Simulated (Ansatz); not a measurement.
Space group Fmmm (No. 69). a = 2.466 Å, b = 4.268 Å, c = 6.799 Å, α = 90.00°, β = 90.00°, γ = 90.00°
```json
{"atom": "C", "site": "8h", "symmetry": "m2m", "x": "0.5000", "y": "0.6667", "z": "0.5000"}
```

Equation of state of this C structure (not necessarily the ground state), with shape and atoms relaxed at each volume where symmetry leaves them free. It has no gap at any of these volumes. These are results of DFT PBE+D3(BJ), scalar-relativistic, plane waves, PAW in Ansatz 0.2.0, not measurements.

Cutoff 420 eV; k points 18×18×6 on the computed 4-atom cell (Γ-centred); Gaussian smearing, width 0.10 eV; no spin polarisation.

| V (Å³/atom) | E − E(largest V) (meV/atom) | P (GPa) |
| --- | --- | --- |
| 7.871 | 15.20 | 7.94 |
| 8.139 | 4.53 | 4.95 |
| 8.407 | -1.80 | 2.73 |
| 8.675 | -4.97 | 1.12 |
| 8.944 | -5.83 | -0.01 |
| 9.212 | -5.11 | -0.79 |
| 9.480 | -3.35 | -1.29 |
| 9.838 | 0.00 | -1.66 |

Task: Fit a third-order Birch–Murnaghan equation to E(V).

Result: V0 = 8.94 Å³/atom, B0 = 32 GPa, B0' = 11.7. B0' is unusual or poorly fixed by this range.

This form isn't the element's structure at ambient conditions.